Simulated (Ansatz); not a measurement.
Ansatz 0.2.0, vacancy hop by nudged elastic band: NaCl

The command:

```bash
ansatz run input.yaml --threads 4 --pin off --max-ram 8192MiB --backend cpu --events-out ev --progress --plain --runs-dir out
```

input.yaml:

```yaml
crystal:
  lattice:
    - [0.0, 5.62880368, 5.62880368]
    - [5.62880368, 0.0, 5.62880368]
    - [5.62880368, 5.62880368, 0.0]
  atoms:
    - { symbol: Na, position: [0.00058257, -0.00310452, 0.00035975] }
    - { symbol: Cl, position: [0.24820155, 0.24969192, 0.25269864] }
    - { symbol: Na, position: [0.00420936, -0.00362811, 0.50076133] }
    - { symbol: Cl, position: [0.25181499, 0.25107491, 0.74555993] }
    - { symbol: Na, position: [0.00599971, 0.49888283, 0.00116449] }
    - { symbol: Cl, position: [0.24782067, 0.74976347, 0.24985735] }
    - { symbol: Na, position: [0.00350351, 0.49587205, 0.49670292] }
    - { symbol: Cl, position: [0.25173102, 0.74941479, 0.7479472] }
    - { symbol: Na, position: [0.50532331, 0.00325647, -0.00658942] }
    - { symbol: Cl, position: [0.75471615, 0.2485726, 0.24791311] }
    - { symbol: Na, position: [0.4999691, 0.00045668, 0.49915639] }
    - { symbol: Na, position: [0.49968381, 0.50159444, 0.00138109] }
    - { symbol: Cl, position: [0.74677413, 0.75264804, 0.25627788] }
    - { symbol: Na, position: [0.5000079, 0.49890898, 0.50606697] }
    - { symbol: Cl, position: [0.7491704, 0.75345921, 0.7456488] }
kpoints:
  mp_grid: { grid: [2, 2, 2] }
magnetization:
  spin_polarized: false
scf:
  occupations: { method: fermi_dirac, width: 0.1 }
hamiltonian:
  pseudopotentials: { kind: paw }
  xc: pbesol
basis:
  ecutwfc: 420
neb:
  images: 3
  relax_end_points: true
  climbing: true
  f_tol: 0.05
  max_iterations: 40
  order_check: false
  final_atoms:
    - { symbol: Na, position: [0.00058257, -0.00310452, 0.00035975] }
    - { symbol: Cl, position: [0.24820155, 0.24969192, 0.25269864] }
    - { symbol: Na, position: [0.00420936, -0.00362811, 0.50076133] }
    - { symbol: Cl, position: [0.25181499, 0.25107491, 0.74555993] }
    - { symbol: Na, position: [0.00599971, 0.49888283, 0.00116449] }
    - { symbol: Cl, position: [0.24782067, 0.74976347, 0.24985735] }
    - { symbol: Na, position: [0.00350351, 0.49587205, 0.49670292] }
    - { symbol: Cl, position: [0.25173102, 0.74941479, 0.7479472] }
    - { symbol: Na, position: [0.50532331, 0.00325647, -0.00658942] }
    - { symbol: Cl, position: [0.75471615, 0.2485726, 0.24791311] }
    - { symbol: Na, position: [0.4999691, 0.00045668, 0.49915639] }
    - { symbol: Na, position: [0.49968381, 0.50159444, 0.00138109] }
    - { symbol: Cl, position: [0.74677413, 0.75264804, 0.25627788] }
    - { symbol: Na, position: [0.5000079, 0.49890898, 0.50606697] }
    - { symbol: Cl, position: [0.75305523, 1.2479713, 0.74675458] }
```

Origin of the cell: a database entry, scaled a little.

The cell is 2×2×2 cells of NaCl with one Cl taken out; atom 15 (Cl) hops into the empty site, 3.96 Å away before the end points are relaxed. All atoms were shaken by about 0.02 Å first.

Output (shortened):

```
Warning: neb: disabling space-group detection — the band's intermediate images generally break the endpoint symmetry, so no spatial operation reduces the k-mesh or symmetrises the density, ex […]
Pseudopotentials: kind: paw
Pseudopotential: Na, paw, valence charge 9, recommended cutoff 420 eV (normal), Na.paw.azcp
Pseudopotential: Cl, paw, valence charge 7, recommended cutoff 420 eV (normal), Cl.paw.azcp
Functional definition: PBEsol
  exchange = pbesol_x
  correlation = pbesol_c
parallel-image band execution: 3 concurrent image workers
NEB image 0
Crystal: 15 atoms, lattice volume = 356.680 Å³
Basis set: ecut = 420 eV, 6879 PW (Γ), exchange–correlation on 108×108×108 points (8 copies of the dense FFT grid, shifted against one another)
Bands: 76, of which v1, the nominal top of the filled ones, is band 61 counted from 1 (60 counted from 0)
Symmetry: 1 space group operations
k-points: 8
[… 6 lines left out …]
Initial density: superposition of atomic densities (neutral atoms: chi_scale 0, normalization atom), corrected by the library's trained network
Functional: x = pbesol(κ = 0.804, μ = 0.123457), c = pbesol(β = 0.046)
SCF iter   1: F=—  HF=-19257.133056 eV  Δρ=4.82e-3  dr2=2.67e-1
SCF iter   2: F=—  HF=-19257.054928 eV  Δρ=2.94e-3  dr2=6.61e-2  defer=39
SCF iter   3: F=—  HF=-19257.044024 eV  Δρ=2.37e-3  dr2=3.51e-2  defer=39
[… 4 lines left out …]
SCF iter   8: F=—  HF=-19257.033256 eV  Δρ=1.28e-5  dr2=8.88e-7  defer=20
SCF iter   9: F=—  HF=-19257.033257 eV  Δρ=5.65e-6  dr2=1.98e-7  defer=20
SCF iter  10: F=-19257.033257 eV  HF=-19257.033257 eV  Δρ=3.23e-6  dr2=4.76e-8
NEB iter   1: max|band force component| = 4.214e0 eV/Å  barrier→ = 3.1247 eV  barrier← = 3.1247 eV  Δτ_max = 0.2000 Å  (61 SCF iters)
NEB iter   2: max|band force component| = 1.607e0 eV/Å  barrier→ = 1.5292 eV  barrier← = 1.5292 eV  Δτ_max = 0.1317 Å  (30 SCF iters)
NEB iter   3: max|band force component| = 6.539e-1 eV/Å  barrier→ = 1.1090 eV  barrier← = 1.1090 eV  Δτ_max = 0.0981 Å  (30 SCF iters)
NEB iter   4: max|band force component| = 1.374e-1 eV/Å  barrier→ = 0.9905 eV  barrier← = 0.9905 eV  CI = image 2  Δτ_max = 0.0540 Å  (29 SCF iters)
NEB iter   5: max|band force component| = 2.450e-2 eV/Å  barrier→ = 0.9756 eV  barrier← = 0.9756 eV  CI = image 2  Δτ_max = 0.0141 Å  (25 SCF iters)
NEB iter   6: max|band force component| = 2.450e-2 eV/Å  barrier→ = 0.9740 eV  barrier← = 0.9740 eV  CI = image 2  Δτ_max = 0.0000 Å  (7 SCF iters)
--- NEB band (5 images, 6 band iterations, 182 SCF iterations, 28 more in tests of the images' electronic states and relaxations of end points) ---
  forward barrier  = 0.974039 eV
  backward barrier = 0.974040 eV
  lagrangian_above_aufbau_ev (what the smearing adds, to first order; not taken off the barriers): saddle image -0.043261 eV, end points -0.065982 and -0.065986 eV
  climbing image's point = of an order that was not read
  energies are F+E_penalty+E_count in eV, relative to image 0
  image     s (Å)  Δ vs image 0  max|band force component| (eV/Å)
      0    0.0000      0.000000                                 —
      1    1.0854      0.452330                          2.431e-2
  *   2    2.1761      0.974039                          1.257e-2
      3    3.2669      0.452275                          2.450e-2
      4    4.3524     -0.000001                                 —
```

The converged band:

```
image  path over all atoms (Å)  ΔF (eV)   Cl x     y  z (Å)
    0                     0.00    0.000   8.44  8.45   8.45
    1                     1.09    0.452   9.08  8.45   9.09
    2                     2.18    0.974   9.85  8.45   9.86
    3                     3.27    0.452  10.61  8.45  10.62
    4                     4.35    0.000  11.25  8.45  11.26
```

Relaxed start, forces in eV/Å:

```xyz
15
Lattice="0.000 5.629 5.629 5.629 0.000 5.629 5.629 5.629 0.000" Properties=species:S:1:pos:R:3:forces:R:3 pbc="T T T" image=0
Na   -0.002    0.016    0.005   -0.001   -0.001    0.001
Cl    2.812    2.820    2.820   -0.002    0.001    0.001
Na    2.798    2.820    0.006    0.003    0.000    0.000
Cl    5.625    5.633    2.820    0.001    0.002   -0.001
Na    2.811    0.006    2.820    0.001   -0.001    0.000
Cl    5.625    2.820    5.636    0.000    0.001    0.000
Na    5.625    2.819    2.832    0.001    0.000   -0.001
Cl    8.441    5.634    5.634   -0.001    0.001    0.002
Na   -0.003    2.819    2.813    0.000    0.000   -0.002
Cl    2.812    5.634    5.635   -0.001    0.000    0.000
Na    2.811    5.635    2.820    0.001   -0.001   -0.001
Na    2.823    2.820    5.635   -0.001   -0.001    0.000
Cl    5.626    5.634    8.449    0.000    0.000    0.000
Na    5.627    5.625    5.635   -0.001   -0.001    0.001
Cl    8.440    8.448    8.450   -0.001    0.000    0.000
```

Highest image (2), forces in eV/Å:

```xyz
15
Lattice="0.000 5.629 5.629 5.629 0.000 5.629 5.629 5.629 0.000" Properties=species:S:1:pos:R:3:forces:R:3 pbc="T T T" image=2
Na   -0.120   -0.204   -0.110    0.002   -0.005    0.002
Cl    2.919    2.821    2.929    0.010    0.000    0.009
Na    2.476    2.821    0.341    0.012    0.000   -0.013
Cl    5.720    5.592    2.726    0.003    0.004   -0.003
Na    2.926   -0.204    2.936   -0.003   -0.005   -0.002
Cl    5.516    2.821    5.526   -0.009    0.000   -0.010
Na    5.668    2.821    2.777   -0.008    0.000    0.008
Cl    8.345    5.678    5.729   -0.003   -0.004    0.003
Na    0.331    2.821    2.485   -0.012    0.000    0.012
Cl    2.716    5.592    5.729   -0.004    0.004    0.004
Na    2.926    5.846    2.936   -0.002    0.005   -0.002
Na    2.767    2.821    5.678    0.008    0.000   -0.008
Cl    5.720    5.678    8.354    0.004   -0.004   -0.003
Na    5.509    5.845    5.519    0.002    0.005    0.002
Cl    9.847    8.450    9.856    0.000    0.000    0.000
```

Relaxed end, forces in eV/Å:

```xyz
15
Lattice="0.000 5.629 5.629 5.629 0.000 5.629 5.629 5.629 0.000" Properties=species:S:1:pos:R:3:forces:R:3 pbc="T T T" image=4
Na   -0.004    0.008    0.005   -0.001   -0.001    0.001
Cl    2.809    2.820    2.821    0.000    0.001    0.000
Na    2.809    2.822    0.017    0.001    0.000   -0.001
Cl    5.623    5.636    2.820    0.001    0.000   -0.001
Na    2.809    0.018    2.819    0.000   -0.001    0.000
Cl    5.625    2.822    5.634    0.000    0.001    0.001
Na    5.611    2.822    2.820    0.002    0.000    0.000
Cl    8.439    5.636    5.633    0.000    0.000    0.002
Na    0.003    2.822    2.821    0.002    0.000   -0.002
Cl    2.811    5.636    5.634    0.000    0.000    0.000
Na    2.809    5.624    2.820    0.001    0.001    0.000
Na    2.811    2.822    5.626   -0.002   -0.001   -0.002
Cl    5.625    5.637    8.448   -0.002   -0.001    0.000
Na    5.625    5.637    5.634   -0.001   -0.001    0.000
Cl   11.253    8.451   11.263    0.000    0.000    0.001
```

Barrier of this path: 0.97 eV forwards, 0.97 eV backwards, after 6 band iterations.

Caveats: no moments, though an odd count or open d shells may carry them; the k mesh is coarse if the cell is a metal; a small cell with a neutral vacancy and no spin, whose shape can make like sites unlike; the cell is held at a rescaled volume, and strain moves barriers; the hop was drawn among near neighbours and need not be the easiest path; few images and a loose tolerance, and neither the top nor the ends were tested for their order.

Time: 58 s of wall time on 4 CPU thread(s) of a shared host, from the program's own first density.
